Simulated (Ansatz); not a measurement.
**MgO: shifting one sublattice**

This session takes MgO and sets out to map the energy as every O atom is pushed off its site.

The COD cell was measured well above room temperature, so it is larger than a cold one.

Computed with Ansatz 0.2.0 (DFT PBE, scalar-relativistic, plane waves, PAW, unless a step's input says otherwise).

### 1 The starting structure

Symmetry: Fm-3m, No. 225, cubic system. The conventional cell has a = 4.270 Å, b = 4.270 Å, c = 4.270 Å, α = 90.00°, β = 90.00°, γ = 90.00°. Around Mg (site symmetry m-3m) lie 6 O at 2.14 Å. O (site symmetry m-3m) has 6 Mg at 2.14 Å as nearest neighbours.

Coordinates:

```
Mg O
1.0
     0.00000    2.13515    2.13515
     2.13515    0.00000    2.13515
     2.13515    2.13515    0.00000
Mg O
1 1
Direct
  0.00000 0.00000 0.00000
  0.50000 0.50000 0.50000
```

No relaxation comes first: the listed cell is the starting point.

### 2 Setting up shifting one sublattice

Every O atom is moved by x along the Cartesian unit vector (0.000, 0.000, -1.000); the cell and all other atoms stay fixed. Forces below are components along that vector, summed over the moved atoms.

### 3 x = -0.100 Å

The input, input.yaml:

```yaml
crystal:
  lattice:
    - [0.0, 2.13515, 2.13515]
    - [2.13515, 0.0, 2.13515]
    - [2.13515, 2.13515, 0.0]
  atoms:
    - { symbol: Mg, position: [0.0, 0.0, 0.0] }
    - { symbol: O, position: [0.5234175585, 0.5234175585, 0.4765824415] }
basis:
  ecutwfc: 350.0
kpoints:
  mp_grid: { grid: [6, 6, 6] }
hamiltonian:
  xc: pbe
scf:
  occupations: { method: gaussian, width: 0.05 }
output:
  forces: true
  stress: true
  eigenvalues: true
```

Run with:

```bash
> ansatz run input.yaml --threads 1 --pin off --max-ram 2560MiB --backend cpu --events-out ev --progress --plain --runs-dir out
```

### 4 At x = 0.075 Å

Edit input.yaml of step 3 so:

```diff
@@ -7,3 +7,3 @@
     - { symbol: Mg, position: [0.0, 0.0, 0.0] }
-    - { symbol: O, position: [0.5234175585, 0.5234175585, 0.4765824415] }
+    - { symbol: O, position: [0.4824368311, 0.4824368311, 0.5175631689] }
 basis:
```

### 5 At x = -0.050 Å

Edit input.yaml of step 4 so:

```diff
@@ -7,3 +7,3 @@
     - { symbol: Mg, position: [0.0, 0.0, 0.0] }
-    - { symbol: O, position: [0.4824368311, 0.4824368311, 0.5175631689] }
+    - { symbol: O, position: [0.5117087792, 0.5117087792, 0.4882912208] }
 basis:
```

### 6 Point x = 0.025 Å

Edit input.yaml of step 5 so:

```diff
@@ -7,3 +7,3 @@
     - { symbol: Mg, position: [0.0, 0.0, 0.0] }
-    - { symbol: O, position: [0.5117087792, 0.5117087792, 0.4882912208] }
+    - { symbol: O, position: [0.4941456104, 0.4941456104, 0.5058543896] }
 basis:
```

### 7 x = 0.087 Å

Edit input.yaml of step 6 so:

```diff
@@ -7,3 +7,3 @@
     - { symbol: Mg, position: [0.0, 0.0, 0.0] }
-    - { symbol: O, position: [0.4941456104, 0.4941456104, 0.5058543896] }
+    - { symbol: O, position: [0.4795096363, 0.4795096363, 0.5204903637] }
 basis:
```

### 8 Point x = 0.062 Å

Edit input.yaml of step 7 so:

```diff
@@ -7,3 +7,3 @@
     - { symbol: Mg, position: [0.0, 0.0, 0.0] }
-    - { symbol: O, position: [0.4795096363, 0.4795096363, 0.5204903637] }
+    - { symbol: O, position: [0.4853640259, 0.4853640259, 0.5146359741] }
 basis:
```

### 9 At x = 0.037 Å

Edit input.yaml of step 8 so:

```diff
@@ -7,3 +7,3 @@
     - { symbol: Mg, position: [0.0, 0.0, 0.0] }
-    - { symbol: O, position: [0.4853640259, 0.4853640259, 0.5146359741] }
+    - { symbol: O, position: [0.4912184156, 0.4912184156, 0.5087815844] }
 basis:
```

### 10 x = 0.013 Å

Edit input.yaml of step 9 so:

```diff
@@ -7,3 +7,3 @@
     - { symbol: Mg, position: [0.0, 0.0, 0.0] }
-    - { symbol: O, position: [0.4912184156, 0.4912184156, 0.5087815844] }
+    - { symbol: O, position: [0.4970728052, 0.4970728052, 0.5029271948] }
 basis:
```

(Steps that only read results are left out.)

Before running it: what results should come out?

The runs gave:

```
                                                        quantity       value
force constant along x, from the points at -0.050, 0 and 0.013 Å  4.54 eV/Å²
```

**Reading.** The settings of these runs were drawn from a wide range and may not be converged. The restoring force grows by 4.54 eV/Å per Å near the site. No sampled point lies below the undisturbed cell. The gap on the mesh stays at 4.34 eV. The settings are coarse, so take the values as rough.
